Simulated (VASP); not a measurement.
A run of VASP 6.6.1:

The input INCAR:

```
SYSTEM = As2Pt
PREC     = Accurate       ! precision mode
ENCUT    = 600            ! plane-wave cutoff, eV
EDIFF    = 1E-6           ! SCF threshold, eV
ISMEAR   = 0              ! smearing method
SIGMA    = 0.03           ! smearing width, eV
LREAL    = .FALSE.        ! projectors in reciprocal space
LASPH    = .TRUE.         ! aspherical terms in the spheres
NELM     = 80             ! most SCF steps
ALGO     = Normal         ! electronic algorithm
ISIF     = 3              ! what is computed and relaxed
LWAVE    = .FALSE.        ! write WAVECAR
LCHARG   = .FALSE.        ! write CHGCAR
GGA      = PS             ! functional
IBRION   = 2              ! ionic algorithm
NSW      = 90             ! ionic steps
EDIFFG   = -0.01          ! ionic threshold
KPAR     = 4
```

The input KPOINTS:

```
regular mesh
0
G
  6 6 6
  0 0 0
```

File POSCAR:

```
As2Pt
1.0
    5.9665000000      0.0000000000      0.0000000000
    0.0000000000      5.9665000000      0.0000000000
    0.0000000000      0.0000000000      5.9665000000
As Pt
8 4
Direct
    0.3830000000      0.3830000000      0.3830000000
    0.1170000000      0.6170000000      0.8830000000
    0.8830000000      0.1170000000      0.6170000000
    0.6170000000      0.8830000000      0.1170000000
    0.6170000000      0.6170000000      0.6170000000
    0.8830000000      0.3830000000      0.1170000000
    0.1170000000      0.8830000000      0.3830000000
    0.3830000000      0.1170000000      0.8830000000
    0.0000000000      0.0000000000      0.0000000000
    0.5000000000      0.0000000000      0.5000000000
    0.5000000000      0.5000000000      0.0000000000
    0.0000000000      0.5000000000      0.5000000000
```

Potentials or basis: VASP PAW PBE potentials, release 64 (As, Pt).

Run with:

```bash
$ cat potpaw_PBE.64/As/POTCAR potpaw_PBE.64/Pt/POTCAR > POTCAR
$ mpirun -np 4 vasp_std > vasp.out
```

Hardware: 4 MPI ranks on Intel(R) Xeon(R) 6975P-C (Granite Rapids) (shared host).

Task: Estimate the wall time of this run.

Result: Wall time 2.2 min on 4 MPI ranks on Intel(R) Xeon(R) 6975P-C (Granite Rapids), on a shared host, peak memory 0.5 GiB a rank. Counts: scf iterations 41, k points 24, ion steps 5.
